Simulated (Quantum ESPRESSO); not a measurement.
# PbSe (Clausthalite) (Fm-3m) in Quantum ESPRESSO: further runs, part 3 of 5

Quantum ESPRESSO 7.5. The steps go on from the part before.

**4. Wannier functions, PBE**

The input, pw.in:

```
&CONTROL
  calculation = 'scf'
  prefix = 'pwscf'
  outdir = './tmp'
  pseudo_dir = './pseudo'
  tprnfor = .true.
  tstress = .true.
  disk_io = 'low'
/
&SYSTEM
  ibrav = 0
  nat = 2
  ntyp = 2
  ecutwfc = 86
  nbnd = 22
  occupations = 'smearing'
  smearing = 'fd'
  degauss = 0.00367493
/
&ELECTRONS
  conv_thr = 4d-10
  electron_maxstep = 120
  mixing_beta = 0.5
/
ATOMIC_SPECIES
Pb   207.2000 Pb.upf
Se    78.9710 Se.upf
CELL_PARAMETERS angstrom
   0.0000000000    3.0606500000    3.0606500000
   3.0606500000    0.0000000000    3.0606500000
   3.0606500000    3.0606500000    0.0000000000
ATOMIC_POSITIONS crystal
Pb     0.0000000000    0.0000000000    0.0000000000
Se     0.5000000000    0.5000000000    0.5000000000
K_POINTS automatic
8 8 8 0 0 0
```

nscf.in is that of step 3.

The input, pw2wan.in:

```
&INPUTPP
  prefix = 'pwscf'
  outdir = './tmp'
  seedname = 'w'
  write_mmn = .true.
  write_amn = .true.
/
```

bands.in is that of step 3.

Changes to w.win since step 3:

```diff
@@ -3,3 +3,3 @@
 guiding_centres = true
-dis_froz_max = 11.79
+dis_froz_max = 10.79
 dis_num_iter = 600
@@ -7,3 +7,3 @@
 dis_conv_tol = 1.0d-9
-num_iter = 1200
+num_iter = 0
 conv_tol = 1.0d-8
```

Potentials or basis: PseudoDojo 0.4.1 SR PBE standard.

Command:

```bash
> OMP_NUM_THREADS=1 pw.x -in pw.in > pw.out
> OMP_NUM_THREADS=1 pw.x -in nscf.in > nscf.out
> wannier90.x -pp w
> OMP_NUM_THREADS=1 pw2wannier90.x -in pw2wan.in > pw2wan.out
> wannier90.x w
> OMP_NUM_THREADS=1 pw.x -in bands.in > bands.out
```

pw.out:

```text
This program is part of the open-source Quantum ESPRESSO suite
     for quantum simulation of materials; please cite
[... 9 lines left out ...]
     --------------------
     sticks:   dense  smooth     PW     G-vecs:    dense   smooth      PW
     Sum        1585    1585    451                41655    41655    6423

     Using Slab Decomposition

     bravais-lattice index     =            0
     lattice parameter (alat)  =       8.1795  a.u.
     unit-cell volume          =     386.9614 (a.u.)^3
     number of atoms/cell      =            2
     number of atomic types    =            2
     number of electrons       =        30.00
     number of Kohn-Sham states=           22
     kinetic-energy cutoff     =      86.0000  Ry
     charge density cutoff     =     344.0000  Ry
     scf convergence threshold =      4.0E-10
     mixing beta               =       0.5000
     number of iterations used =            8  plain     mixing
     Exchange-correlation= PBE
                           (   1   4   3   4   0   0   0)

     celldm(1)=   8.179515  celldm(2)=   0.000000  celldm(3)=   0.000000
     celldm(4)=   0.000000  celldm(5)=   0.000000  celldm(6)=   0.000000

     crystal axes: (cart. coord. in units of alat)
               a(1) = (   0.000000   0.707107   0.707107 )
               a(2) = (   0.707107   0.000000   0.707107 )
               a(3) = (   0.707107   0.707107   0.000000 )

[... 152 lines left out ...]
   -37.7830 -37.7830 -37.7806 -37.7806 -37.7806  -7.3303  -7.3303  -7.3303
    -7.3245  -7.3245  -4.1023   3.1829   7.6239   7.6239   7.6239  14.2057
    14.2057  14.2057  16.0239  16.0239  16.0239  17.7663
[... 111 lines left out ...]
   -37.7830 -37.7829 -37.7806 -37.7805 -37.7805  -7.4197  -7.3323  -7.3205
    -7.2980  -7.2916  -2.6783   1.4518   4.9182   6.7698   7.0983  12.8921
    13.5031  14.9429  15.3310  19.6946  19.8198  21.8684

          k =-0.7071 0.0000 0.0000 (  5218 PWs)   bands (ev):

   -37.7830 -37.7829 -37.7806 -37.7805 -37.7805  -7.4530  -7.3483  -7.3055
    -7.2855  -7.2855  -2.6676   2.1071   4.5113   6.2635   6.2635  13.1976
    15.1042  15.1042  15.5439  20.8379  21.1413  22.1983

          k = 0.3536 0.1768 0.0000 (  5220 PWs)   bands (ev):
[... 31 lines left out ...]
   -37.7830 -37.7829 -37.7805 -37.7805 -37.7805  -7.3974  -7.3313  -7.3174
    -7.3135  -7.2929  -2.7672   1.2562   5.4611   6.2657   8.6451  11.1670
    13.5161  14.3154  17.2441  17.3258  20.1962  20.9011

          k =-0.7071 0.1768-0.0000 (  5220 PWs)   bands (ev):

   -37.7830 -37.7829 -37.7806 -37.7805 -37.7805  -7.4363  -7.3396  -7.3138
    -7.2952  -7.2855  -2.6533   1.7580   4.7158   5.9324   7.2580  13.3181
    13.6234  15.2184  15.6293  19.6567  21.1107  22.2170

          k =-0.7071 0.3536 0.0000 (  5220 PWs)   bands (ev):

   -37.7830 -37.7829 -37.7805 -37.7805 -37.7805  -7.4167  -7.3251  -7.3179
    -7.3179  -7.2855  -2.6383   1.4744   5.2655   5.2655   8.7014  11.3801
    14.4589  14.4589  17.2349  17.2349  21.3538  22.2292

     the Fermi energy is     9.6402 ev

!    total energy              =    -383.31934899 Ry
     estimated scf accuracy    <          2.3E-10 Ry
     smearing contrib. (-TS)   =      -0.00002254 Ry
     internal energy E=F+TS    =    -383.31932645 Ry

     The total energy is F=E-TS. E is the sum of the following terms:
     one-electron contribution =    -173.57050066 Ry
     hartree contribution      =     100.03407444 Ry
     xc contribution           =     -88.42649955 Ry
     ewald contribution        =    -221.35640068 Ry

     convergence has been achieved in   9 iterations

     Forces acting on atoms (cartesian axes, Ry/au):

     atom    1 type  1   force =     0.00000000   -0.00000000   -0.00000000
     atom    2 type  2   force =    -0.00000000    0.00000000    0.00000000

     Total force =     0.000000     Total SCF correction =     0.000000

     Computing stress (Cartesian axis) and pressure

          total   stress  (Ry/bohr**3)                   (kbar)     P=       24.10
   0.00016385  -0.00000000   0.00000000           24.10       -0.00        0.00
  -0.00000000   0.00016385  -0.00000000           -0.00       24.10       -0.00
   0.00000000  -0.00000000   0.00016385            0.00       -0.00       24.10

=------------------------------------------------------------------------------=
   JOB DONE.
=------------------------------------------------------------------------------=
```

Wall time 13 min (1 thread of Arm Neoverse V1, shared host); peak memory 0.31 GiB.

Results:

| Property | Result |
| --- | --- |
| Free energy | -5215.3254 eV |
| Pressure | 2.4 GPa |
| Band gap on the k mesh | 0.30 eV, direct |
| Band gap along the path | 0.30 eV, direct |
| Total Wannier spread | 18.08 Å² over 13 functions |
| RMS miss of the Wannier bands | 0.022 eV |

Levels at the corners of the path, in eV from the valence-band top:
```csv
point,band 12,band 13,band 14,band 15,band 16,band 17,band 18,band 19
Γ,-6.31,-1.87,-1.87,-1.87,4.71,4.71,4.71,6.53
X,-7.39,-4.98,-3.23,-3.23,3.71,5.61,5.61,6.05
W,-8.02,-4.23,-4.23,-0.79,1.89,4.97,4.97,7.74
K,-8.04,-4.57,-2.72,-2.39,3.40,4.01,5.45,5.84
Γ,-6.31,-1.87,-1.87,-1.87,4.71,4.71,4.71,6.53
L,-8.80,-1.47,-1.47,0.00,0.30,1.70,1.70,8.56
U,-8.04,-4.57,-2.72,-2.39,3.40,4.01,5.45,5.84
W,-8.02,-4.23,-4.23,-0.79,1.89,4.97,4.97,7.74
L,-8.80,-1.47,-1.47,0.00,0.30,1.70,1.70,8.56
K,-8.04,-4.57,-2.72,-2.39,3.40,4.01,5.45,5.84
U,-8.04,-4.57,-2.72,-2.39,3.40,4.01,5.45,5.84
X,-7.39,-4.98,-3.23,-3.23,3.71,5.61,5.61,6.05
```

Wannier functions:
```
function  nearest atom  distance (Å)  spread (Å²)  on-site energy from the reference level (eV)
       1          1 Pb          0.00         1.64                                         -7.25
       2          1 Pb          0.00         2.47                                          2.04
       3          1 Pb          0.00         2.47                                          2.04
       4          1 Pb          0.00         2.47                                          2.04
       5          1 Pb          0.00         0.60                                        -16.98
       6          1 Pb          0.00         0.58                                        -16.95
       7          1 Pb          0.00         0.58                                        -16.95
       8          1 Pb          0.00         0.60                                        -16.98
       9          1 Pb          0.00         0.58                                        -16.95
      10          2 Se          0.00         1.07                                        -12.03
      11          2 Se          0.00         1.67                                         -1.35
      12          2 Se          0.00         1.67                                         -1.35
      13          2 Se          0.00         1.67                                         -1.35
```

Parts of the spread (Å²): invariant 11.34, diagonal 0.000, off-diagonal 6.74, total 18.08. Against the direct bands the interpolation misses by 22 meV (root mean square) and 402 meV at most, for states up to 1 eV over the reference level.

Caveat: spin-orbit coupling is left out, which as a rule narrows the gap of such compounds by several tenths of an eV.

(Continued in part 4 of 5.)
